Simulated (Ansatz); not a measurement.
Relaxed sheet of SnSe$_{2}$, cell area A = 12.668 Å²:

```xyz
3
Lattice="3.8247 0.0000 0.0000 -1.9123 3.3123 0.0000 0.0000 0.0000 32.3760" Properties=species:S:1:pos:R:3 pbc="T T F"
Se    1.9123    1.1041   14.5875
Sn    0.0000    0.0000   16.1880
Se    0.0000    2.2082   17.7886
```

Method: DFT PBE+D3(BJ), scalar-relativistic, plane waves, PAW in Ansatz. Plane waves to 420 eV, a k mesh through Γ of 12×12×1 on the computed 3-atom cell and Gaussian smearing (0.02 eV); no spin polarisation. The sheet is isolated along c (Coulomb cut-off).

Under strain along x with y held, atoms relaxed, stress positive in compression; ΔE is the free energy at this smearing, of which the stress is the derivative:

| strain (%) | σxx (N/m) | σyy (N/m) | ΔE (meV/cell) | thickness (Å) |
| --- | --- | --- | --- | --- |
| -2 | 1.358 | 0.284 | 10.40 | 3.226 |
| +2 | -1.187 | -0.309 | 9.69 | 3.177 |

Q: Which in-plane elastic constants follow from the stresses?

A: Central differences over Δε = 0.04 give C11 = 63.6 N/m from the stress along the strain and C12 = 14.8 N/m from the stress across it. The sheet is hexagonal, so C22 = C11: Poisson's ratio is C12/C11 = 0.23, Young's modulus (C11² − C12²)/C11 = 60 N/m and the shear modulus (C11 − C12)/2 = 24.4 N/m.

Q: Do the energies agree?

A: The second difference [ΔE(−ε) + ΔE(+ε)]/(A·ε²) = (10.40 + 9.69) meV/(12.668 Å² × 0.0004) × 16.02 N/m per eV/Å² = 63.5 N/m should equal C11 = 63.6 N/m; they differ by 0.2 %, so the two routes agree. The stress in compression and in tension differ in size because of the third-order constants.

Q: The unstrained thickness between the outer atoms is 3.201 Å. How does it respond?

A: d ln t/dε = (3.177 − 3.226)/(3.201 × 0.04) = -0.38: the sheet thins as it is stretched, as its bonds turn towards the plane.

The SnSe₂ sheet resists stretching far more than it couples the two in-plane directions, C11 being 63.6 N/m against 14.8 N/m for C12. Its modest stiffness is probably due to the octahedral framework of fairly long, polar Sn–Se bonds: the selenium layers can shift vertically, so part of the strain is taken up by opening bond angles, which costs less than stretching bonds. The thinning on extension reflects this. With y free, the sheet would thin less for the same extension, because the lateral contraction would push the selenium atoms back outwards.

The larger σxx in compression fits the usual anharmonicity of bonds, whose repulsion steepens as they shorten. The transverse stress shows the opposite, weaker asymmetry, so this stiffening doesn't carry over to every component. Hexagonal symmetry makes the linear in-plane response isotropic, so Young's modulus holds for any direction of pull. The positive C11 and shear modulus show stability against small homogeneous in-plane strains, but not against finite-wavelength phonons.
